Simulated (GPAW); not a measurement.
CuI (Marshite):

```
I Cu
1.0
     0.00000    3.03150    3.03150
     3.03150    0.00000    3.03150
     3.03150    3.03150    0.00000
I Cu
1 1
Direct
  0.00000 0.00000 0.00000
  0.75000 0.75000 0.75000
```

* Program: GPAW 26.7.0
* Task: relaxation of cell and atoms
* Functional: PBEsol
* Dispersion: D3(BJ)
* Potentials or basis: PAW data sets generated in the run's folder for this functional
* Cutoff: 600 eV
* Basis: pw
* k mesh: 8 × 8 × 8
* Occupations: fermi-dirac, width 0.05 eV
* Spin: no spin polarisation

At the start: pressure -3.7 GPa; volume 27.86 Å³/atom.

**Question.** Where does the relaxation end?

**Answer.** Over 4 steps the energy falls by 27.9 meV/atom and the volume is 25.64 Å³/atom (-8.0 %); space group F-43m (No. 216, to 0.05 Å).

Step by step:
| step | energy change (eV) | largest force (eV/Å) | pressure (GPa) | volume (Å³) |
| --- | --- | --- | --- | --- |
| 1 | 0.0000 | 0.0000 | -3.74 | 55.72 |
| 2 | -0.0165 | 0.0000 | -3.24 | 54.95 |
| 3 | -0.0545 | 0.0000 | 0.61 | 50.67 |
| 4 | -0.0557 | 0.0000 | -0.07 | 51.28 |

Final structure:
```xyz
2
Lattice="0.0000 2.9487 2.9487 2.9487 0.0000 2.9487 2.9487 2.9487 0.0000" Properties=species:S:1:pos:R:3 pbc="T T T"
I     0.0000    0.0000    0.0000
Cu    4.4230    4.4230    4.4230
```

Caveat: with this Cu data set, volumes or pressures lay over 1.5 % or 2 GPa off other programs in two to four cells of ten; later steps reuse the first step's grids.
